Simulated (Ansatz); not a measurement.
KI (wurtzite) (no longer in that coordination), relaxed with r2SCAN in the plane-wave code Ansatz. It is hexagonal, P6_3/mmc (No. 194); a = 6.039 Å, c = 7.039 Å in the conventional setting, 55.59 Å³ an atom. K has 5 I at 3.49–3.52 Å; I has 5 K at 3.49–3.52 Å. The cell started from the wurtzite prototype, but the relaxation took it to the higher symmetry P6_3/mmc (No. 194), so the name no longer describes it.

The axes x, y and z are those of this cell:
```
K I
1.0
     6.03945    0.00000    0.00000
    -3.01973    5.23032    0.00000
     0.00000    0.00000    7.03912
K I
2 2
Direct
  0.33333 0.66667 0.93750
  0.66667 0.33333 0.43750
  0.33333 0.66667 0.43750
  0.66667 0.33333 0.93750
```

Unstrained: The PBE gap is direct at Γ: 3.789 eV. The r2SCAN gap is direct at Γ: 4.351 eV. The HSE06 gap is direct at Γ: 4.736 eV. Meshes: PBE 6×6×4, r2SCAN 6×6×4, HSE06 6×6×4. Strains are changes of length per length. After each strain the atoms were relaxed again with r2SCAN in this cell and within any symmetry left, so distortions that break it or need a larger cell weren't tested; points keep the names that they have in the unstrained zone. Under uniaxial strain the other axes carry as much stress as the strained one: the cell is very soft in shear and may be mechanically unstable. Values at 0 K without nuclear motion; spin polarisation is off, and the phase may be a hypothetical one.

**Question.** Estimate what uniaxial -3.88 % along x, other directions held does to the gap.

**Answer.** PBE: the gap goes from 3.789 to 3.833 eV (+0.044 eV). r2SCAN: the gap goes from 4.351 to 4.385 eV (+0.035 eV). The r2SCAN energy rises by 3.3 meV an atom.

No spin-orbit coupling is included; it can move band edges with weight on the heavy atoms by tenths of an eV.

For some runs the program warns that the potential is rough where the density is thin, which bears on the empty states there.
